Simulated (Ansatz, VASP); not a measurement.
## BN: VASP beside Ansatz

```
B N
1.0
     2.49562    0.00000    0.00000
    -1.24781    2.16127    0.00000
     0.00000    0.00000    6.63892
B N
2 2
Direct
  0.33333 0.66667 0.25000
  0.66667 0.33333 0.75000
  0.33333 0.66667 0.75000
  0.66667 0.33333 0.25000
```

Change from the starting cell: volume scaled by 0.99, crystal datasets.

Alike in both runs: task electric field gradients; functional PBE; k mesh 11 × 11 × 4; occupations fermi-dirac, width 0.02 eV; no spin polarisation.

|  | VASP | Ansatz |
| --- | --- | --- |
| version | VASP 6.6.1 | Ansatz 0.2.0 |
| potentials or method | VASP PAW PBE potentials, release 64 (B, N), cutoff 520 eV | all-electron PAW with datasets made for the crystal, scalar-relativistic |

Ansatz gave:

```
gap on the k mesh at the Fermi level (eV)                      : 4.35
pressure (GPa)                                                 : 5.8
largest component of the traceless stress (GPa)                : 2.82
Vzz of the field gradient on the site that differs most (V/Å²) : 29.2
```

Question: Estimate VASP's values.

Answer: gap on the k mesh at the Fermi level (eV): 4.35; pressure (GPa): 5.9; largest component of the traceless stress (GPa): 3.09; Vzz of the field gradient on the site that differs most (V/Å²): 35.3.

Ansatz ran all-electron here, so the differences hold the error of VASP's frozen core and of both bases.

Caveats: an odd mesh through Γ misses points on the zone boundary, where band edges often lie; this functional lacks dispersion, which binds the layers, so the pressure and a relaxed spacing across them are unreliable.
